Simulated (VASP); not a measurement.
# InP from a squeezed to a stretched cell, part 2 of 2

How does InP change with the volume? The starting structure is a measured crystal structure from the Crystallography Open Database. All runs use LDA. The equilibrium cell comes from relaxations that aren't shown. At each volume, shape and positions are relaxed as far as symmetry leaves them free.

VASP 6.6.1.

Results so far: the equilibrium volume 0.0 GPa; 0.96 of the equilibrium volume 3.2 GPa; 1.04 of the equilibrium volume -2.6 GPa; 0.92 of the equilibrium volume 7.2 GPa; 0.98 of the equilibrium volume 1.5 GPa.

## (7) Relaxation at 1.02 of the equilibrium volume

Level of this step: LDA; plane waves and PAW (In_d, P) (VASP).

File INCAR:

```
SYSTEM = InP
PREC = Accurate
ENCUT = 500
EDIFF = 1E-07
NELM = 100
ISMEAR = 0
SIGMA = 0.03
LREAL = .FALSE.
ALGO = Normal
GGA = CA
NBANDS = 15
LORBIT = 11
LWAVE = .FALSE.
LCHARG = .FALSE.
KPAR = 4
IBRION = 2
NSW = 50
ISIF = 4
EDIFFG = -0.003
```

File POSCAR:

```
InP
1.0
    0.0000000000      2.9330826900      2.9330826900
    2.9330826900      0.0000000000      2.9330826900
    2.9330826900      2.9330826900      0.0000000000
In P
1 1
Direct
    0.0000000000      0.0000000000      0.0000000000
    0.7500000000      0.7500000000      0.7500000000
```

File KPOINTS:

```
Automatic mesh
0
Gamma
6 6 6
0 0 0
```

PAW data sets: In_d and P (LDA family, release 64).

Launch:

```
$ mpirun -np 4 vasp_std
```

Log:

```text
[... set-up lines as in an earlier step ...]
 entering main loop
       N       E                     dE             d eps       ncg     rms          rms(c)
DAV:   1     0.109803797426E+03    0.10980E+03   -0.83758E+03   487   0.129E+03
DAV:   2    -0.222656836933E+01   -0.11203E+03   -0.10688E+03   529   0.308E+02
DAV:   3    -0.987691554910E+01   -0.76503E+01   -0.76097E+01   606   0.796E+01
DAV:   4    -0.100845325490E+02   -0.20762E+00   -0.20754E+00   609   0.143E+01
[...]
DAV:  11    -0.965578832080E+01   -0.46245E-05   -0.28537E-05   762   0.857E-02    0.716E-02
DAV:  12    -0.965578590987E+01    0.24109E-05   -0.51496E-06   557   0.192E-02    0.121E-02
DAV:  13    -0.965578589063E+01    0.19239E-07   -0.45778E-07   641   0.373E-03
   1 F= -.96557859E+01 E0= -.96557859E+01  d E =-.965579E+01
[...]
reached required accuracy - stopping structural energy minimisation
```

Elapsed: 4.6 s, on 4 MPI ranks of Intel Xeon Platinum 8559C (Emerald Rapids), shared host; peak memory 0.55 GiB; 14 s of CPU time.

Parts of OUTCAR (step 7):

```text
  Total       -0.4311744     -0.4311744     -0.4311744      0.0000000      0.0000000      0.0000000
  in kB      -13.6886513    -13.6886513    -13.6886513      0.0000000      0.0000000      0.0000000
  external PRESSURE =     -13.6886513 kB  Pullay stress =       0.0000000 kB

 POSITION                                       TOTAL-FORCE (eV/Angst)
 -----------------------------------------------------------------------------------
      0.00000      0.00000      0.00000        -0.000000     -0.000000     -0.000000
      4.39962      4.39962      4.39962         0.000000      0.000000      0.000000
 -----------------------------------------------------------------------------------
    total drift:                               -0.000000     -0.000000      0.000000

  FREE ENERGIE OF THE ION-ELECTRON SYSTEM (eV)
  ---------------------------------------------------
  free  energy   TOTEN  =        -9.6557858906 eV

  energy  without entropy=       -9.6557858906  energy(sigma->0) =       -9.65578589

[... 2 parts as in an earlier step ...]

[... 2 further parts left out ...]
[key lines of the parts left out:]
E-fermi :   5.1901
```

1.02 of the equilibrium volume: 25.233 Å³ an atom and a pressure of -1.37 GPa, and 0.493 eV of gap on the mesh. Further runs on this cell, not shown, give the modes T2 295.4 cm⁻¹.

## (8) Relaxation at 0.9 of the equilibrium volume

INCAR is that of step 7.

File POSCAR:

```
InP
1.0
    0.0000000000      2.8132290028      2.8132290028
    2.8132290028      0.0000000000      2.8132290028
    2.8132290028      2.8132290028      0.0000000000
In P
1 1
Direct
    0.0000000000      0.0000000000      0.0000000000
    0.7500000000      0.7500000000      0.7500000000
```

KPOINTS is that of step 7.

Launch:

```
$ mpirun -np 4 vasp_std
```

Log:

```text
[... set-up lines as in an earlier step ...]
 entering main loop
       N       E                     dE             d eps       ncg     rms          rms(c)
DAV:   1     0.111641681318E+03    0.11164E+03   -0.84822E+03   480   0.137E+03
DAV:   2    -0.280167108339E+01   -0.11444E+03   -0.11009E+03   508   0.311E+02
DAV:   3    -0.985353316987E+01   -0.70519E+01   -0.70164E+01   641   0.783E+01
DAV:   4    -0.100317859950E+02   -0.17825E+00   -0.17819E+00   604   0.133E+01
[...]
DAV:  12    -0.952399359047E+01    0.32558E-05   -0.78852E-06   553   0.243E-02    0.186E-02
DAV:  13    -0.952399359140E+01   -0.92382E-09   -0.10103E-06   641   0.585E-03    0.123E-02
DAV:  14    -0.952399355692E+01    0.34477E-07   -0.55645E-08   338   0.419E-03
   1 F= -.95239936E+01 E0= -.95239936E+01  d E =-.952399E+01
[...]
reached required accuracy - stopping structural energy minimisation
```

Elapsed: 4.8 s, on 4 MPI ranks; peak memory 0.55 GiB.

Parts of OUTCAR (step 8):

```text
  Total        2.6600968      2.6600968      2.6600968      0.0000000      0.0000000      0.0000000
  in kB       95.7112033     95.7112033     95.7112033      0.0000000      0.0000000      0.0000000
  external PRESSURE =      95.7112033 kB  Pullay stress =       0.0000000 kB

 POSITION                                       TOTAL-FORCE (eV/Angst)
 -----------------------------------------------------------------------------------
      0.00000      0.00000      0.00000        -0.000000     -0.000000     -0.000000
      4.21984      4.21984      4.21984         0.000000      0.000000      0.000000
 -----------------------------------------------------------------------------------
    total drift:                                0.000000      0.000000      0.000000

  FREE ENERGIE OF THE ION-ELECTRON SYSTEM (eV)
  ---------------------------------------------------
  free  energy   TOTEN  =        -9.5239935569 eV

  energy  without entropy=       -9.5239935569  energy(sigma->0) =       -9.52399356

[... 2 parts as in an earlier step ...]

[... 2 further parts left out ...]
[key lines of the parts left out:]
E-fermi :   6.6550
```

0.9 of the equilibrium volume: 22.265 Å³ an atom and a pressure of 9.57 GPa, and 1.161 eV of gap on the mesh. Further runs on this cell, not shown, give the modes T2 346.5 cm⁻¹.

## (9) Relaxation at 1.06 of the equilibrium volume

INCAR is that of step 8.

File POSCAR:

```
InP
1.0
    0.0000000000      2.9709330930      2.9709330930
    2.9709330930      0.0000000000      2.9709330930
    2.9709330930      2.9709330930      0.0000000000
In P
1 1
Direct
    0.0000000000      0.0000000000      0.0000000000
    0.7500000000      0.7500000000      0.7500000000
```

KPOINTS is that of step 8.

Launch:

```
$ mpirun -np 4 vasp_std
```

Log:

```text
[... set-up lines as in an earlier step ...]
 entering main loop
       N       E                     dE             d eps       ncg     rms          rms(c)
DAV:   1     0.110954768234E+03    0.11095E+03   -0.83107E+03   480   0.128E+03
DAV:   2    -0.232398752628E+01   -0.11328E+03   -0.10895E+03   515   0.303E+02
DAV:   3    -0.982628556727E+01   -0.75023E+01   -0.74653E+01   620   0.797E+01
DAV:   4    -0.100375403408E+02   -0.21125E+00   -0.21113E+00   656   0.143E+01
[...]
DAV:  11    -0.962490714234E+01   -0.56292E-05   -0.18304E-05   741   0.632E-02    0.465E-02
DAV:  12    -0.962490525736E+01    0.18850E-05   -0.43643E-06   641   0.256E-02    0.112E-02
DAV:  13    -0.962490522791E+01    0.29455E-07   -0.27505E-07   606   0.330E-03
   1 F= -.96249052E+01 E0= -.96249052E+01  d E =-.962491E+01
[...]
reached required accuracy - stopping structural energy minimisation
```

The job ended after 3 s (4 MPI ranks; peak memory 0.57 GiB; 8.6 s of CPU time).

From OUTCAR (step 9):

```text
  Total       -1.1964989     -1.1964989     -1.1964989      0.0000000      0.0000000     -0.0000000
  in kB      -36.5522623    -36.5522623    -36.5522623      0.0000000      0.0000000     -0.0000000
  external PRESSURE =     -36.5522623 kB  Pullay stress =       0.0000000 kB

 POSITION                                       TOTAL-FORCE (eV/Angst)
 -----------------------------------------------------------------------------------
      0.00000      0.00000      0.00000        -0.000000     -0.000000     -0.000000
      4.45640      4.45640      4.45640         0.000000      0.000000      0.000000
 -----------------------------------------------------------------------------------
    total drift:                                0.000000      0.000000      0.000000

  FREE ENERGIE OF THE ION-ELECTRON SYSTEM (eV)
  ---------------------------------------------------
  free  energy   TOTEN  =        -9.6249052279 eV

  energy  without entropy=       -9.6249052279  energy(sigma->0) =       -9.62490523

[... 2 parts as in an earlier step ...]

[... 2 further parts left out ...]
[key lines of the parts left out:]
E-fermi :   4.7000
```

1.06 of the equilibrium volume: 26.223 Å³ an atom and a pressure of -3.66 GPa, and 0.284 eV of gap on the mesh. Further runs on this cell, not shown, give the modes T2 280.5 cm⁻¹.

## (10) Comparison

```tsv
run	volume (Å³/atom)	pressure (GPa)	gap on the mesh (eV)	T2	core minutes
0.9 of the equilibrium volume	22.265	9.57	1.161	346.5	0.32
0.92 of the equilibrium volume	22.759	7.21	1.047	337.0	0.307
0.96 of the equilibrium volume	23.749	3.19	0.821	319.4	0.267
0.98 of the equilibrium volume	24.244	1.5	0.71	311.0	0.227
the equilibrium volume	24.738	-0.02	0.6	303.0	0.32
1.02 of the equilibrium volume	25.233	-1.37	0.493	295.4	0.307
1.04 of the equilibrium volume	25.728	-2.58	0.387	287.6	0.333
1.06 of the equilibrium volume	26.223	-3.66	0.284	280.5	0.2
```

Modes are in cm⁻¹ and matched by symmetry and order, imaginary ones as negative numbers. A number in brackets counts the listed modes of one symmetry from the lowest. The symmetry labels come from an automatic analysis and can be wrong where levels nearly coincide. Core minutes are wall time times ranks of the run shown, on a shared host.

## (11) Outcome

| Item | Value |
| --- | --- |
| pressure at 0.9 of the equilibrium volume | 9.57 GPa |
| pressure at 0.92 of the equilibrium volume | 7.21 GPa |
| pressure at 0.96 of the equilibrium volume | 3.19 GPa |
| pressure at 0.98 of the equilibrium volume | 1.50 GPa |
| pressure at the equilibrium volume | -0.02 GPa |
| pressure at 1.02 of the equilibrium volume | -1.37 GPa |
| pressure at 1.04 of the equilibrium volume | -2.58 GPa |
| pressure at 1.06 of the equilibrium volume | -3.66 GPa |

Between 0.9 of the equilibrium volume and 1.06 of the equilibrium volume the pressure on InP goes from 9.6 to -3.7 GPa. Over this range the gap on the mesh falls or stays level: 1.16, 1.05, 0.82, 0.71, 0.60, 0.49, 0.39, 0.28 eV. Semilocal functionals give gaps that are too small, spin-orbit coupling is left out, and the mesh may miss the true band edges, by more at some strains than at others. Where bands change their order, the gap's trend can turn. The T2 mode goes from 346 to 280 cm⁻¹, a mean mode Grüneisen parameter of 1.3. The frequencies are harmonic, and the splitting of polar modes by their long-range field is left out. Further runs on this material are not shown.

[Lines on the potential files, build, host, timing and source positions are cut from VASP's logs without a mark.]

[Logs are printed without paths, hosts, clocks, repeated set-up lines and the standing remarks that a program may print on its own settings, such as how far it seeks lower states.]

[Hosts, paths, dates, database ids (printed as entryN), source tags and the programs' standing remarks are cut or masked in the printed files.]
